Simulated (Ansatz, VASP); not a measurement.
Given: the input of a run of Ansatz 0.2.0 on CoO. Measurements of this composition are mostly on another form, of space group No. 225.

The input input.yaml:

```yaml
crystal:
  lattice:
    - [2.82845, 0.0, 0.0]
    - [-1.41423, 2.44951, 0.0]
    - [0.0, 0.0, 2.72172]
  atoms:
    - { symbol: Co, position: [0.0, 0.0, 0.5], spin: 2.0 }
    - { symbol: O, position: [0.66667, 0.33333, 0.0] }
hamiltonian:
  xc: pbe
  pseudopotentials: { kind: paw }
magnetization:
  spin_polarized: true
kpoints:
  mp_grid: { grid: [8, 8, 7] }
scf:
  occupations: { method: fermi_dirac, width: 0.05 }
output:
  forces: true
  stress: true
  eigenvalues: true
relax:
  f_tol: 0.01
  max_steps: 40
  cell: { stress_tol: 0.05 }
```

Potentials or basis: Ansatz PAW.

The run is started by

```sh
$ ansatz run input.yaml --threads 2 --pin off --max-ram 5632MiB --backend cpu --events-out ev --progress --plain --runs-dir out
```

Problem. Translate it to VASP 6.6.1. Potentials or basis there: PBE PAW files Co, O, 600 eV.

Solution. As run (cutoffs and basis follow the program's own potentials, and thresholds, step limits or extra output files can differ):

Contents of INCAR:

```
PREC = Accurate
ENCUT = 600
EDIFF = 1E-6
ISMEAR = -1
SIGMA = 0.05
LREAL = F
LASPH = T
NELM = 150
ALGO = Normal
ISIF = 3
LWAVE = F
LCHARG = F
ISPIN = 2
MAGMOM = 2 0
LORBIT = 11
LMAXMIX = 4
GGA = PE
IBRION = 2
NSW = 60
EDIFFG = -0.02
```

File KPOINTS:

```
regular mesh
0
Gamma
  8 8 7
```

File POSCAR:

```
CoO
1.0
    2.8284500000      0.0000000000      0.0000000000
   -1.4142300000      2.4495100000      0.0000000000
    0.0000000000      0.0000000000      2.7217200000
Co O
1 1
Direct
    0.0000000000      0.0000000000      0.5000000000
    0.6666700000      0.3333300000      0.0000000000
```

Potentials or basis: VASP PAW PBE potentials, release 64 (Co, O).

Command:

```console
$ cat potpaw_PBE.64/Co/POTCAR potpaw_PBE.64/O/POTCAR > POTCAR
$ mpirun -np 1 vasp_std > vasp.out
```

Both were run:

|  | Ansatz | VASP |
| --- | --- | --- |
| Relaxed volume | 9.43 Å³/atom | 9.40 Å³/atom |
| Relaxed cell | a = 2.830 Å, b = 2.830 Å, c = 2.719 Å, α = 90.00°, β = 90.00°, γ = 120.00° | a = 2.827 Å, b = 2.827 Å, c = 2.716 Å, α = 90.00°, β = 90.00°, γ = 120.00° |
| Space group after relaxing | P-6m2 (No. 187) | P-6m2 (No. 187) |
| Pressure after relaxing | 0.0 GPa | 0.1 GPa |
| Net moment | 3.00 μB per cell | 3.00 μB per cell |

Ansatz's pressure holds a Pulay term of +0.74 GPa for its cutoff of 420 eV, which the other run lacks.

The potentials hold 23 and 15 valence electrons a cell.

Where Ansatz's input types no cutoff or centring, it takes its own default and a Γ-centred mesh.

The magnetic state is the one that the start led to; the real crystal's order can differ.

Pressure is positive in compression.
